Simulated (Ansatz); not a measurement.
A run of Ansatz 0.2.0 is set up as follows.

Contents of input.yaml:

```yaml
crystal:
  lattice:
    - [3.98, 0.0, 0.0]
    - [0.0, 3.98, 0.0]
    - [0.0, 0.0, 3.98]
  atoms:
    - { symbol: Au, position: [0.5, 0.5, 0.0] }
    - { symbol: Au, position: [0.5, 0.0, 0.5] }
    - { symbol: Au, position: [0.0, 0.5, 0.5] }
    - { symbol: Cu, position: [0.0, 0.0, 0.0] }
hamiltonian:
  xc: pbesol
  pseudopotentials: { kind: paw }
kpoints:
  mp_grid: { grid: [7, 7, 7] }
scf:
  occupations: { method: fermi_dirac, width: 0.05 }
output:
  forces: true
  stress: true
  eigenvalues: true
  write_density: true
  write_potential: true
  elf: true
  volumetric_format: npy
relax:
  f_tol: 0.01
  max_steps: 40
  cell: { stress_tol: 0.05 }
```

Potentials or basis: Ansatz PAW.

The run is started by

```bash
$ ansatz run input.yaml --threads 2 --pin off --max-ram 5632MiB --backend cpu --events-out ev --progress --plain --runs-dir out
```

Q: Estimate the band gap on the k mesh.

A: None (metal or under the smearing width).

Q: Predict the space group after relaxing (to 0.05 Å).

A: Pm-3m (No. 221).

The path:
```csv
step,energy change (eV),largest force (eV/Å),volume (Å³)
1,0.0000,0.0000,63.04
2,-0.0013,0.0000,62.69
3,-0.0011,0.0000,62.69
```

Caveat: the plane-wave basis is chosen anew once the cell has moved, so the energies of steps on either side of that aren't comparable; the PAW data sets come from PBE, with cores solved anew for the run's functional, which leaves a small shift of forces and pressure. Spin-orbit coupling is left out, which matters for the levels of Au.
